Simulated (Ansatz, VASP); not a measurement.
## Two plane-wave programs on W

```
CELL_PARAMETERS angstrom
0.00000 2.01915 2.01915
2.01915 0.00000 2.01915
2.01915 2.01915 0.00000
ATOMIC_POSITIONS crystal
W 0.00000 0.00000 0.00000
```

Alike in both runs: functional PBE; k mesh 17 × 17 × 17; occupations fermi-dirac, width 0.1 eV; no spin polarisation.

Ansatz relaxed the structure, and its values are those at the end. VASP's run is a single point on that final structure, the one shown.

|  | VASP | Ansatz |
| --- | --- | --- |
| version | VASP 6.6.1 | Ansatz 0.2.0 |
| potentials or method | VASP PAW PBE potentials, release 64 (W_sv) | PAW with Ansatz's default frozen-core files, scalar-relativistic |
| plane-wave cutoff (eV) | 520 | 420 |
| valence electrons in the cell | 14 | 14 |

|  | VASP | Ansatz | Ansatz less VASP |
| --- | --- | --- | --- |
| pressure (GPa) | 0.5 | 0.0 | -0.51 |

With one functional, cell and mesh, what is left measures potentials, basis and numerics.

The runs have no spin-orbit coupling, so splittings on W are missing.
